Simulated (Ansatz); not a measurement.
Runs of Ansatz 0.2.0 on CuO (Tenorite). Symmetry: C2/c, No. 15, monoclinic system. The conventional cell has a = 4.684 Å, b = 3.423 Å, c = 5.129 Å, α = 90.00°, β = 99.54°, γ = 90.00°. Cu (site symmetry -1) has 4 O at 1.95 to 1.96 Å as nearest neighbours. O (site symmetry 2) has 4 Cu at 1.95 to 1.96 Å as nearest neighbours. 

```tsv
task	level	potentials or basis	U	cell	k mesh	cutoff (eV)	points for each segment of the path	hubbard projectors	double counting	mesh quality	gap on the mesh (eV)	pressure (GPa)	V0 of scaled cells (Å³/atom)	B0 (GPa)	largest force (eV/Å)
equation of state	PBEsol+D4	Ansatz PAW	-	as given	10 × 10 × 5	420	-	-	-	not flagged	-	-	9.84	194	-
relaxation of cell and atoms	r2SCAN+D4	Ansatz PAW	-	relaxed	10 × 10 × 5	500	-	-	-	not flagged	none	0.0	-	-	-
band structure	PBE+U	Ansatz PAW	Cu d U = 4.5 eV	as given	10 × 10 × 5	420	14	ortho-atomic (the default)	fll (the default)	not flagged	none	7.9	-	-	(b)
band structure	PBE	Ansatz PAW polarizable	-	as given	10 × 10 × 5	420	14	-	-	not flagged	none	5.7	-	-	0.26
equation of state	SVWN5	Ansatz PAW	-	as given	10 × 10 × 5	420	-	-	-	not flagged	-	-	9.61	(a)	-
equation of state	PBE	SSSP efficiency PAW	-	as given	10 × 10 × 5	1225	-	-	-	not flagged	-	-	10.48	162	-
single point	PBE	Ansatz PAW	-	as given	6 × 6 × 3	420	-	-	-	coarse	none	5.8	-	-	0.26
```

Alike in all rows: no spin polarisation; smearing fermi-dirac 0.05 eV.

Q: Estimate the missing entries.

A: (a) 209; (b) 0.15.

Caveats: some runs use coarse meshes; the run has no spin polarisation, though such a crystal can be magnetic; the cell was scaled at fixed shape and fractional positions, which overstates the stiffness of a crystal with free parameters, most of all of layers and chains (some runs); semilocal functionals often make such compounds metallic where correlation or magnetic order opens a gap, which also shifts bond lengths (some runs); the plane-wave basis is chosen anew once the cell has moved, so the energies of steps on either side of that aren't comparable (some runs); pairwise dispersion overbinds metals, which lowers pressure and volume (some runs); the PAW data sets come from PBE, with cores solved anew for the run's functional, which leaves a small shift of forces and pressure (some runs); U without spin polarisation on a metal has little footing (some runs).

A gap of «none» marks a metal or a gap under the smearing width.
